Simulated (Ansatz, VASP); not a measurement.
# Cross-check of Bi2Se3 between VASP and Ansatz

One calculation is typed for both programs; each brings its own data sets and cutoff. How far apart do they land? The cell is taken from a series of runs on this material, whose earlier steps may have relaxed, scaled, displaced or heated it; both programs get it as it stands.

Program: Ansatz 0.2.0. Level of theory: plane waves, with VASP 6.6.1 beside it; single point at PBE with D3(BJ). Results are calculated unless marked as measured.

## 1. Set-up

The cell holds 5 atoms: 3 Se and 2 Bi. Cell: a = 4.143 Å, b = 4.143 Å, c = 21.966 Å, α = 90.0°, β = 90.0°, γ = 120.0°. It derives from Bi2Se3 (Paraguanajuatite). As first built, before any earlier steps moved the atoms (in the runner's words): kind sheets cut from a layered crystal; sheets 1. Vacuum lies along c.

Coordinates:

```xyz
5
Lattice="4.1430 0.0000 0.0000 -2.0715 3.5879 0.0000 0.0000 0.0000 21.9662" Properties=species:S:1:pos:R:3
Se    0.0000    2.3920   14.4757
Se    2.0715    1.1960   10.9831
Se    0.0000    0.0000    7.4904
Bi    0.0000    0.0000   12.9048
Bi    0.0000    2.3920    9.0614
```

## 2. VASP: single point, PBE with D3(BJ)

A single point gives forces, pressure and levels at one fixed geometry, so differences don't come from the geometry; what else differs is listed under the comparison.

Lines of VASP's logs that name or quote its potential files are left out, and so is its time.

Contents of INCAR:

```
SYSTEM = Bi2Se3
PREC = Accurate
ENCUT = 520
EDIFF = 1E-06
NELM = 100
ISMEAR = 0
SIGMA = 0.05
LREAL = .FALSE.
ALGO = Normal
GGA = PE
IVDW = 12
NBANDS = 32
LORBIT = 11
LWAVE = .FALSE.
LCHARG = .FALSE.
KPAR = 2
ISIF = 0
LDIPOL = .TRUE.
IDIPOL = 3
DIPOL = 0.5 0.5 0.5
LVHAR = .TRUE.
```

Contents of POSCAR:

```
Bi2Se3
1.0
    4.1430000000      0.0000000000      0.0000000000
   -2.0715000000      3.5879432480      0.0000000000
    0.0000000000      0.0000000000     21.9661842666
Se Bi
3 2
Direct
    0.3333333330      0.6666666670      0.6590009132
    0.6666666670      0.3333333330      0.5000000000
    0.0000000000      0.0000000000      0.3409990868
    0.0000000000      0.0000000000      0.5874829861
    0.3333333330      0.6666666670      0.4125170139
```

Contents of KPOINTS:

```
Automatic mesh
0
Gamma
9 9 1
0 0 0
```

Potentials, in the order of the species: Se_GW and Bi_d_GW (PBE family, release 64).

On the command line:

```bash
$ mpirun -np 2 vasp_std
```

Numbers of over 12 decimals in the logs are rounded to 6 here.

The log of the run:

```text
[banner, memory and clock lines left out]
running    2 mpi-ranks, on    1 nodes
 distrk:  each k-point on    1 cores,    2 groups
 distr:  one band on    1 cores,    1 groups

 POSCAR found type information on POSCAR SeBi
 POSCAR found :  2 types and       5 ions
 LDA part: xc-table for (Slater+PW92), standard interpolation
 POSCAR, INCAR and KPOINTS ok, starting setup
 FFT: planning ... GRIDC
 FFT: planning ... GRID_SOFT
 FFT: planning ... GRID
 WAVECAR not read
 entering main loop
       N       E                     dE             d eps       ncg     rms          rms(c)
DAV:   1     0.615746173963E+03    0.61575E+03   -0.27478E+04  1000   0.163E+03
DAV:   2     0.826394986629E+02   -0.53311E+03   -0.50848E+03   864   0.482E+02
DAV:   3    -0.142019489677E+02   -0.96841E+02   -0.94113E+02  1216   0.259E+02
DAV:   4    -0.208251731358E+02   -0.66232E+01   -0.65890E+01  1240   0.766E+01
DAV:   5    -0.210390376740E+02   -0.21386E+00   -0.21338E+00  1136   0.115E+01    0.850E+00
DAV:   6    -0.201833377657E+02    0.85570E+00   -0.17093E+00  1272   0.122E+01    0.541E+00
DAV:   7    -0.201895476122E+02   -0.62098E-02   -0.56371E-01  1032   0.422E+00    0.212E+00
DAV:   8    -0.201944467165E+02   -0.48991E-02   -0.10573E-01  1072   0.257E+00    0.279E-01
DAV:   9    -0.201925005226E+02    0.19462E-02   -0.10277E-02  1224   0.671E-01    0.104E-01
DAV:  10    -0.201926594303E+02   -0.15891E-03   -0.23204E-03  1008   0.274E-01    0.361E-02
DAV:  11    -0.201926905276E+02   -0.31097E-04   -0.43154E-04  1160   0.188E-01    0.148E-02
DAV:  12    -0.201927466182E+02   -0.56091E-04   -0.34809E-05   952   0.524E-02    0.600E-03
DAV:  13    -0.201927983701E+02   -0.51752E-04   -0.73031E-06   864   0.231E-02    0.214E-03
DAV:  14    -0.201928200186E+02   -0.21649E-04   -0.13541E-06   648   0.153E-02    0.159E-03
DAV:  15    -0.201928619836E+02   -0.41965E-04   -0.15110E-06   696   0.102E-02    0.916E-04
DAV:  16    -0.201928910476E+02   -0.29064E-04   -0.11082E-06   680   0.114E-02    0.777E-04
DAV:  17    -0.201929034653E+02   -0.12418E-04   -0.46111E-07   656   0.588E-03    0.494E-04
DAV:  18    -0.201929052597E+02   -0.17944E-05   -0.11785E-07   576   0.476E-03    0.217E-04
DAV:  19    -0.201929055596E+02   -0.29990E-06   -0.85915E-08   544   0.500E-03
   1 F= -.21782554E+02 E0= -.21782554E+02  d E =-.195698E-20
```

From OUTCAR (step 2):

```text
ion  position               nearest neighbor table
   1  0.333  0.667  0.659-   4 2.86   4 2.86   4 2.86
   2  0.667  0.333  0.500-
   3  0.000  0.000  0.341-   5 2.86   5 2.86   5 2.86
   4  0.000  0.000  0.587-   1 2.86   1 2.86   1 2.86
   5  0.333  0.667  0.413-   3 2.86   3 2.86   3 2.86

  LATTYP: Found a hexagonal cell.
 ALAT       =     4.1430000000
 C/A-ratio  =     5.3019995816

 Subroutine GETGRP returns: Found 12 space group operations
 (whereof  6 operations were pure point group operations)

The static configuration has the point symmetry C_3v.
 The point group associated with its full space group is D_3d.

 Found     12 irreducible k-points:

   k-points           NKPTS =     12   k-points in BZ     NKDIM =     12   number of bands    NBANDS=     32

   dimension x,y,z NGX =    32 NGY =   32 NGZ =  168
   dimension x,y,z NGXF=    64 NGYF=   64 NGZF=  336

   ENCUT  =  520.0 eV  38.22 Ry    6.18 a.u.   7.70  7.70 40.84*2*pi/ulx,y,z

   NELECT =      52.0000    total number of electrons

 k-points in reciprocal lattice and weights: Automatic mesh
   0.00000000  0.00000000  0.00000000       0.012
   0.11111111  0.00000000  0.00000000       0.074
   0.22222222 -0.00000000  0.00000000       0.074
   0.33333333 -0.00000000  0.00000000       0.074
   0.44444444 -0.00000000  0.00000000       0.074
   0.11111111  0.11111111  0.00000000       0.074
   0.22222222  0.11111111  0.00000000       0.148
   0.33333333  0.11111111  0.00000000       0.148
   0.44444444  0.11111111  0.00000000       0.074
   0.22222222  0.22222222  0.00000000       0.074
   0.33333333  0.22222222  0.00000000       0.148
   0.33333333  0.33333333  0.00000000       0.025

 dipolmoment           0.000000      0.000000      0.000002 electrons x Angstroem

 average (electrostatic) potential at core
       1 -59.6300       2 -59.6234       3 -59.6300       4 -62.1682       5 -62.1682

 E-fermi :  -1.8844

 k-point     1 :       0.0000    0.0000    0.0000
  band No.  band energies     occupation
    ...
     22      -3.2157      2.00000
     23      -2.9210      2.00000
     24      -2.8630      2.00000
     25      -2.8630      2.00000
     26      -2.5868      2.00000
     27      -1.3190      0.00000
     28      -0.0499      0.00000
     29      -0.0499      0.00000
     30       0.4506      0.00000
     31       0.9733      0.00000
    ...

 k-point     2 :       0.1111    0.0000    0.0000
  band No.  band energies     occupation
    ...
     22      -3.4201      2.00000
     23      -3.3605      2.00000
     24      -2.8122      2.00000
     25      -2.4766      2.00000
     26      -2.2813      2.00000
     27      -0.7649      0.00000
     28      -0.1405      0.00000
     29       0.1412      0.00000
     30       0.5965      0.00000
     31       1.1512      0.00000
    ...

 k-point     3 :       0.2222   -0.0000    0.0000
  band No.  band energies     occupation
    ...
     22      -3.7135      2.00000
     23      -3.4145      2.00000
     24      -2.9562      2.00000
     25      -2.8344      2.00000
     26      -2.2066      2.00000
     27      -0.5038      0.00000
     28       0.4501      0.00000
     29       0.4630      0.00000
     30       1.0497      0.00000
     31       1.5702      0.00000
    ...

 Edisp (eV)   -1.58965

  energy-cutoff  :      520.00
  volume of cell :      326.52
      direct lattice vectors                 reciprocal lattice vectors
     4.143000000  0.000000000  0.000000000     0.241370987  0.139355604  0.000000000
    -2.071500000  3.587943248  0.000000000     0.000000000  0.278711209  0.000000000
     0.000000000  0.000000000 21.966184267     0.000000000  0.000000000  0.045524520

 POSITION                                       TOTAL-FORCE (eV/Angst)
 -----------------------------------------------------------------------------------
     -0.00000      2.39196     14.47574         0.000000      0.000000      0.007363
      2.07150      1.19598     10.98309        -0.000000      0.000000     -0.000000
      0.00000      0.00000      7.49045        -0.000000      0.000000     -0.007363
      0.00000      0.00000     12.90476         0.000000      0.000000      0.037659
     -0.00000      2.39196      9.06142        -0.000000     -0.000000     -0.037659
 -----------------------------------------------------------------------------------
    total drift:                                0.000003     -0.000002      0.000085

  FREE ENERGIE OF THE ION-ELECTRON SYSTEM (eV)
  ---------------------------------------------------
  free  energy   TOTEN  =       -21.7825544040 eV

  energy  without entropy=      -21.7825544040  energy(sigma->0) =      -21.78255440

 vacuum level on the upper side and lower side of the slab         3.766         3.766

 total charge
# of ion       s       p       d       f       tot
--------------------------------------------------
    1        1.477   2.248   0.019   0.000   3.743
    2        1.462   2.299   0.021   0.000   3.782
    3        1.477   2.248   0.019   0.000   3.743
    4        3.666   1.027   9.983   0.025  14.700
    5        3.666   1.027   9.983   0.025  14.700
--------------------------------------------------
tot         11.746   8.849  20.024   0.049  40.669

[... 3 further parts left out ...]
```

## 3. Ansatz: single point, PBE with D3(BJ)

Ansatz runs on its default PAW (the set named soft_2) files.

The same cell, functional, mesh and smearing now go to Ansatz, which takes its cutoff from its data sets.

Contents of input.yaml:

```yaml
crystal:
  lattice:
    - [4.143, 0.0, 0.0]
    - [-2.0715, 3.587943248, 0.0]
    - [0.0, 0.0, 21.9661842666]
  atoms:
    - { symbol: Se, position: [0.333333333, 0.666666667, 0.6590009132] }
    - { symbol: Se, position: [0.666666667, 0.333333333, 0.5] }
    - { symbol: Se, position: [0.0, 0.0, 0.3409990868] }
    - { symbol: Bi, position: [0.0, 0.0, 0.5874829861] }
    - { symbol: Bi, position: [0.333333333, 0.666666667, 0.4125170139] }
hamiltonian:
  xc: pbe
  pseudopotentials: { kind: paw }
  dispersion: d3bj
kpoints:
  mp_grid: { grid: [9, 9, 1] }
  band_path:
    path:
      - [0.0, 0.0, 0.0]
      - [0.03846, 0.0, 0.0]
      - [0.07692, 0.0, 0.0]
      - [0.15385, 0.0, 0.0]
      - [0.19231, 0.0, 0.0]
      - [0.23077, 0.0, 0.0]
      - [0.26923, 0.0, 0.0]
      - [0.30769, 0.0, 0.0]
      - [0.34615, 0.0, 0.0]
      - [0.42308, 0.0, 0.0]
      - [0.46154, 0.0, 0.0]
      - [0.5, 0.0, 0.0]
      - [0.48718, 0.02564, 0.0]
      - [0.47436, 0.05128, 0.0]
      - [0.44872, 0.10256, 0.0]
      - [0.4359, 0.12821, 0.0]
      - [0.41026, 0.17949, 0.0]
      - [0.39744, 0.20513, 0.0]
      - [0.37179, 0.25641, 0.0]
      - [0.35897, 0.28205, 0.0]
      - [0.34615, 0.30769, 0.0]
      - [0.33333, 0.33333, 0.0]
      - [0.30769, 0.30769, 0.0]
      - [0.25641, 0.25641, 0.0]
      - [0.23077, 0.23077, 0.0]
      - [0.20513, 0.20513, 0.0]
      - [0.15385, 0.15385, 0.0]
      - [0.12821, 0.12821, 0.0]
      - [0.07692, 0.07692, 0.0]
      - [0.05128, 0.05128, 0.0]
      - [0.0, 0.0, 0.0]
    npoints: 1
scf:
  occupations: { method: gaussian, width: 0.05 }
  n_extra_bands: 8
efield:
  axis: 3
  dipole_correction: true
  ramp_width: 0.04
output:
  forces: true
  eigenvalues: true
  write_density: true
  write_potential: true
  elf: true
  volumetric_format: npy
```

On the command line:

```bash
$ ansatz run input.yaml --threads 2 --pin off --max-ram 4608MiB --backend cpu --events-out ev --progress --plain --runs-dir out
```

The log of the run:

```text
scf.n_extra_bands = 8 over 39 filled bands (N_el = 78.0): the run solves 47 bands
Engine: ansatz 0.2.0, aarch64-unknown-linux-gnu
Pseudopotentials: kind: paw
Pseudopotential: Se, paw, valence charge 16, recommended cutoff 420 eV (normal), Se.paw.azcp
Pseudopotential: Bi, paw, valence charge 15, recommended cutoff 420 eV (normal), Bi.paw.azcp
Functional definition: PBE
  parameter kappa = 0.804
  parameter beta = 0.066725
  exchange = pbe_x(kappa = kappa, mu = beta*pi^2/3)
  correlation = pbe_c(beta = beta)
Crystal: 5 atoms, lattice volume = 326.524 Å³
Basis set: ecut = 420 eV, 6289 PW (Γ), exchange–correlation on 60×60×300 points (8 copies of the dense FFT grid, shifted against one another)
Bands: 47, of which v1, the nominal top of the filled ones, is band 39 counted from 1 (38 counted from 0)
Symmetry: 6 space group operations
k-points: 12 of 81 (time reversal used)
Non-local potential: Se, projectors of the file, l = 0: 2, l = 1: 2, l = 2: 3, l = 3: 1
Non-local potential: Bi, projectors of the file, l = 0: 2, l = 1: 2, l = 2: 2, l = 3: 2
PAW form: soft (Blöchl's): semilocal exchange-correlation on the pseudo side does not see the compensation charge
PAW one-centre angular grid: Se, 590 points (default); XC on 64 Gauss nodes
PAW one-centre angular grid: Bi, 590 points (default); XC on 64 Gauss nodes
Initial density: superposition of atomic densities (neutral atoms: chi_scale 0, normalization atom), corrected by the library's trained network
Initial wavefunctions: pseudopotential atomic-orbital guess
Functional: x = pbe(κ = 0.804, μ = 0.219515), c = pbe(β = 0.066725)
SCF iter   1: F=—  HF=-41203.847218 eV  |F-HF|=—  |Δ(HF+E_count)|=         —  Δρ=8.36e-4  dr2=5.82e-3  ethr=1.77e-3  p=0.000 e·Å  D=5.13e-14 V/Å  ΔV_dip=-0.00 eV  dr2_dipole=3.64e-9  V_vac-E_F(+/−)=5.54/5.54 eV  ⟨swp⟩=9.0  Hψ=2549  notcnv=0  defer=3
efield: sawtooth ramp at fractional position 0.9800 (placed from the atoms, in the widest stretch of the axis that holds none; the zero of the levels goes with the place), width 0.0400; the density the first Hamiltonian is built on has a dipole p = 0.000 e·Å; the dipole correction subtracts the counter field D = 5.13e-14 V/Å, which shifts the + side's vacuum level by -0.00 eV against the − side's; the planar-averaged density in the ramp window peaks in size at 8.7e-6 e/Å³
preconditioner: auto → Resta (q_TF=auto, 2.149 Å⁻¹)  ε∞=2.4  [insulator: Δε(μ)=0.893 eV  Ē_g=9.216 eV  σ=0.050 eV  W_gap=1.00  n_scr=68 (ndim 8)  ℏωp=10.9 eV  f_vac=0.552  D(μ)=0.00/eV (n_scr^D=0)  ε∞_Penn≈2.4  vacuum switching on, ρ_ref=6.2e-3 e/Å³]
SCF iter   2: F=—  HF=-41203.848347 eV  |F-HF|=—  |Δ(HF+E_count)|=   1.13e-3  Δρ=5.13e-4  dr2=3.31e-3  ethr=7.46e-6  p=-0.000 e·Å  D=-1.28e-5 V/Å  ΔV_dip=0.00 eV  dr2_dipole=8.53e-8  V_vac-E_F(+/−)=5.56/5.56 eV  ⟨swp⟩=3.4  Hψ=1159  notcnv=0  defer=19
SCF iter   3: F=—  HF=-41203.848210 eV  |F-HF|=—  |Δ(HF+E_count)|=   1.38e-4  Δρ=2.58e-4  dr2=7.19e-4  ethr=4.25e-6  p=0.000 e·Å  D=2.85e-5 V/Å  ΔV_dip=-0.00 eV  dr2_dipole=2.15e-7  V_vac-E_F(+/−)=5.53/5.53 eV  ⟨swp⟩=2.0  Hψ=618  notcnv=0  defer=19
SCF iter   4: F=—  HF=-41203.848330 eV  |F-HF|=—  |Δ(HF+E_count)|=   1.20e-4  Δρ=1.26e-4  dr2=8.75e-5  ethr=9.22e-7  p=-0.000 e·Å  D=-5.74e-5 V/Å  ΔV_dip=0.00 eV  dr2_dipole=1.03e-6  V_vac-E_F(+/−)=5.53/5.52 eV  ⟨swp⟩=1.2  Hψ=559  notcnv=0  defer=19
SCF iter   5: F=—  HF=-41203.848394 eV  |F-HF|=—  |Δ(HF+E_count)|=   6.39e-5  Δρ=5.93e-5  dr2=1.19e-4  ethr=1.12e-7  p=0.001 e·Å  D=4.46e-4 V/Å  ΔV_dip=-0.01 eV  dr2_dipole=6.22e-5  V_vac-E_F(+/−)=5.51/5.52 eV  ⟨swp⟩=2.0  Hψ=668  notcnv=0  defer=19
SCF iter   6: F=—  HF=-41203.848392 eV  |F-HF|=—  |Δ(HF+E_count)|=   1.43e-6  Δρ=2.57e-5  dr2=2.00e-5  ethr=1.12e-7  p=-0.000 e·Å  D=-1.84e-4 V/Å  ΔV_dip=0.00 eV  dr2_dipole=1.03e-5  V_vac-E_F(+/−)=5.52/5.52 eV  ⟨swp⟩=1.6  Hψ=583  notcnv=0  defer=19
SCF iter   7: F=—  HF=-41203.848392 eV  |F-HF|=—  |Δ(HF+E_count)|=   9.99e-8  Δρ=1.18e-5  dr2=3.41e-6  ethr=2.57e-8  p=-0.000 e·Å  D=-7.45e-5 V/Å  ΔV_dip=0.00 eV  dr2_dipole=1.70e-6  V_vac-E_F(+/−)=5.52/5.52 eV  ⟨swp⟩=1.0  Hψ=545  notcnv=0  defer=19
SCF iter   8: F=—  HF=-41203.848393 eV  |F-HF|=—  |Δ(HF+E_count)|=   3.06e-7  Δρ=3.10e-6  dr2=1.63e-7  ethr=4.37e-9  p=-0.000 e·Å  D=-1.34e-5 V/Å  ΔV_dip=0.00 eV  dr2_dipole=7.03e-8  V_vac-E_F(+/−)=5.52/5.52 eV  ⟨swp⟩=1.2  Hψ=554  notcnv=0  defer=19
SCF iter   9: F=-41203.848393 eV  HF=-41203.848393 eV  |F-HF|=7.01e-9  |Δ(HF+E_count)|=   3.33e-8  Δρ=6.74e-7  dr2=1.76e-9  ethr=1.28e-10  p=-0.000 e·Å  D=-1.06e-7 V/Å  ΔV_dip=0.00 eV  dr2_dipole=1.07e-10  V_vac-E_F(+/−)=5.52/5.52 eV  ⟨swp⟩=18.5  Hψ=4434  notcnv=0
SCF 1 converged in 9 iterations: F = -41203.848393 eV  dr2 = 1.76e-9
  greatest PAW one-centre occupation: 1.000 electrons in one spin orbital (limit 2), on the Se atom at site 0 (counted from 0), in its partial waves of l = 2
NSCF: frozen V_eff on 31 k-points
efield: sawtooth ramp at fractional position 0.9800 (kept from the solve that this one continues, or follows in the run), width 0.0400; the density the first Hamiltonian is built on has a dipole p = -0.000 e·Å; the dipole correction subtracts the counter field D = -1.06e-7 V/Å, which shifts the + side's vacuum level by +0.00 eV against the − side's; the planar-averaged density in the ramp window peaks in size at 1.8e-6 e/Å³
WARN: The input density's exchange-correlation potential varies sharply where the density is thin. Do not read a vacuum level from v_tot or v_xc, or from such a field of the output density. On a cell that repeats whose density bears no net charge and no dipole along the vacuum's axis use v_es (v_loc + v_h of the components); under efield.dipole_correction with no amplitude use v_es + v_field, which holds any external [...]
SCF converged after 9 iterations
Free energy (F): -41203.848393 eV
Harris-Foulkes:  -41203.848393 eV  (|F-HF|=7.01e-9)
Internal energy: -41203.848393 eV  (E = F + TS)
E sigma→0 (E₀):  -41203.848393 eV
Fermi energy:    0.757336 eV
Dipole field:    D = 0.000011 V/Å  (p = 0.000019 e·Å, saw-weighted, corrected)
Work function:   Φ+ = 5.5173 eV   Φ− = 5.5175 eV
Levels:          The Fermi level and band energies are counted from a zero that moves with the ramp; work functions are not
--- Per-component energies (eV) ---
  E_band       = -1973.744406
  E_kinetic    = 956.793914
  E_local      = -58249.096340  (includes V_loc(G=0)·N_el)
  E_nonlocal   = -663.350595
  E_hartree    = 28240.218760
  E_xc         = -616.337789
  E_vxc        = -583.906005  (∫ρ·V_xc dr)
  E_paw        = -27059.098413  (= ΣΔE_a)
  E_vpaw       = 85.379521  (= ΣTr[D̂ρ^β])
  E_aug_tail   = -0.002625  (compensation charges beyond the density's cutoff)
  E_efield     = 0.000000  (sawtooth field / dipole correction)
  E_vefield    = 0.000000  (∫n·V_field dr)
  E_ewald      = 16188.614574
  E_disp       = -1.589879  (pairwise vdW)
  E_smearing   = -0.000000  (= −TS)
  E_closure    = 0.000000  (closes the sum)
  Σ components = -41203.848393   (vs F -41203.848393, Δ=0.00e0)
--- Forces (eV/Å), atoms counted from 1 ---
  atom   1  Se     0.00000000    -0.00000000     0.00142720
  atom   2  Se    -0.00000000     0.00000000    -0.00001378
  atom   3  Se    -0.00000000     0.00000000    -0.00143052
  atom   4  Bi     0.00000000     0.00000000     0.04016753
  atom   5  Bi    -0.00000000    -0.00000000    -0.04014521
  max |Σ_I F_I| component: 5.23e-6 eV/Å
--- Band table (eV; the first three rows and the last of 12) ---
  k-point 0: bands = [... 35 lower, -0.4082, -0.3530, -0.3530, -0.0676, 1.2017, 2.4652, 2.4652, 2.9685, ... 4 higher]
  k-point 1: bands = [... 35 lower, -0.8484, -0.3021, 0.0375, 0.2335, 1.7546, 2.3771, 2.6561, 3.1138, ... 4 higher]
  k-point 2: bands = [... 35 lower, -0.9056, -0.4421, -0.3244, 0.3080, 2.0152, 2.9686, 2.9773, 3.5667, ... 4 higher]
  k-point 11: bands = [... 35 lower, -1.9345, -0.9810, -0.0651, -0.0651, 2.6780, 3.4369, 3.4369, 4.7324, ... 4 higher]
```

## 4. Differences

Known differences besides the potentials themselves: the data sets hold 78 valence electrons in Ansatz (default PAW (the set named soft_2) files) and 52 in VASP; the cutoff is 420 eV in Ansatz and 520 eV in VASP; VASP leaves aspherical gradient terms in its spheres out (LASPH is not set), Ansatz keeps them. Total energies have different zeros and are not compared.

The two programs side by side:

```csv
quantity,Ansatz,VASP,difference
gap on the k mesh (eV),0.894,0.888,+0.006
```

At this near-relaxed geometry the largest component of a force difference is 6 meV/Å. A gap on the mesh is an upper bound, since the band edges may lie between its points; neither run holds spin-orbit coupling, which can move the band edges of a compound of Bi.

## 5. Other set-ups

Further runs change the set-up of one program: Ansatz's method, potentials or start, or VASP's data sets, cutoff or form of LDA. The table gives Ansatz less VASP for each quantity, since a change that brings one quantity closer may part another.

```csv
run,r.m.s. force difference (meV/Å),gap on the k mesh (eV)
as above,2.4,0.0061
VASP with the data sets Se and Bi_d,5.3,0.0040
```

## 6. Outcome

```json
{
  "difference in gap on the k mesh (single point, PBE with D3(BJ))": "0.0061 eV"
}
```

What this shows: The difference in gap on the k mesh is 0.0061 eV (single point, PBE with D3(BJ)), within the 0.08 eV picked in this series as the mark of a large difference. Single point, PBE with D3(BJ), VASP with the data sets Se and Bi_d: r.m.s. force difference goes from 2.4 to 5.3 meV/Å; the difference in gap on the k mesh goes from 0.0061 to 0.0040 eV. How closely two codes agree says nothing of how well the functional describes the real material.

[Lines on the potential files, build, host, timing and source positions are cut from VASP's logs without a mark.]

[Logs are printed without paths, hosts, clocks, repeated set-up lines and the standing remarks that a program may print on its own settings, such as how far it seeks lower states.]

[Hosts, paths, dates, database ids (printed as entryN), source tags and the programs' standing remarks are cut or masked in the printed files.]
